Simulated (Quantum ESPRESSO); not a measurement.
Runs of Quantum ESPRESSO 7.5 on PtSe2 (Sudovikovite). It takes space group P-3m1 (No. 164, trigonal). The conventional cell has a = 3.724 Å, b = 3.724 Å, c = 5.062 Å, α = 90.00°, β = 90.00°, γ = 120.00°. Pt (site symmetry -3m) is surrounded by 6 Se at 2.49 Å. Around Se (site symmetry 3m) lie 3 Pt at 2.49 Å. 

| task | level | potentials or basis | cell | k mesh | cutoff (eV) | most ionic steps | forc conv thr | etot conv thr | ion dynamics | cell dynamics | mesh quality | gap on the mesh (eV) | pressure (GPa) | largest force (eV/Å) |
| --- | --- | --- | --- | --- | --- | --- | --- | --- | --- | --- | --- | --- | --- | --- |
| relaxation of cell and atoms | rev-vdW-DF2 | PseudoDojo 0.4.1 SR PBE standard | relaxed to 0.3 kbar | 4 × 4 × 3 | 1170 | 40 | 0.0004 Ry/bohr | 1e-05 Ry | bfgs | bfgs | coarse | none | 0.0 | - |
| band structure | LDA | PseudoDojo 0.4.1 SR LDA standard | as given | 8 × 8 × 5 | 1170 | - | - | - | - | - | not flagged | none | (c) | 0.19 |
| band structure | PBE | PseudoDojo 0.4.1 SR PBE standard | as given | 8 × 8 × 5 | 1170 | - | - | - | - | - | not flagged | none | 7.2 | 0.59 |
| relaxation of cell and atoms | PBE+D3(BJ) | PseudoDojo 0.4.1 SR PBE standard | relaxed to 0.3 kbar | 8 × 8 × 5 | 1170 | 40 | 0.0004 Ry/bohr | 1e-05 Ry | bfgs | bfgs | not flagged | none | 0.0 | - |
| single point | PBE | SG15 PBE 1.2 | as given | 6 × 6 × 4 | 952 | - | - | - | - | - | coarse | none | (a) | 0.60 |
| band structure | PBEsol | PseudoDojo 0.4.1 SR PBEsol standard | as given | 8 × 8 × 5 | 1170 | - | - | - | - | - | not flagged | none | 2.0 | (b) |

Alike in all rows: no spin polarisation; smearing fermi-dirac 0.05 eV.

Question: Estimate the missing entries.

Answer: (a) 7.4; (b) 0.33; (c) -0.6.

Caveats: some runs use coarse meshes; some levels on the path didn't converge (some runs); spin-orbit coupling is left out, which moves the levels of the heavy elements (some runs); the potentials were made for another functional, which shifts forces and pressure (some runs); pairwise dispersion overbinds metals, which lowers pressure and volume (some runs).

A k mesh can miss the band edges, and the runs leave out spin-orbit coupling on Pt, Se.

A gap of «none» marks a metal or a gap under the smearing width.

The runs don't all hold the same shells in valence.
